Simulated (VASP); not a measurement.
Input of a VASP 6.6.1 run:

The input INCAR:

```
SYSTEM = N
ALGO = Normal ; EDIFF = 1E-7
ENCUT = 520 ; GGA = PE
ISIF = 2 ; ISMEAR = 0
LASPH = .TRUE. ; LCHARG = .FALSE.
LREAL = .FALSE. ; LWAVE = .FALSE.
NBANDS = 8 ; NELM = 60
PREC = Accurate ; SIGMA = 0.1
```

Contents of KPOINTS:

```
k-points
0
G
  22 22 22
  0 0 0
```

POSCAR

```
N
1.0
    0.0000000000      1.6079433020      1.6079433020
    1.6079433020      0.0000000000      1.6079433020
    1.6079433020      1.6079433020      0.0000000000
N
1
Direct
    0.0000000000      0.0000000000      0.0000000000
```

Potentials or basis: VASP PAW PBE potentials, release 64 (N).

Launch:

```console
$ cat potpaw_PBE.64/N/POTCAR > POTCAR
$ mpirun -np 1 vasp_std > vasp.out
```

(1) Predict the pressure.

(2) Estimate the band gap on the k mesh.

Answers

(1) -13.6 GPa.

(2) none (metal or under the smearing width).
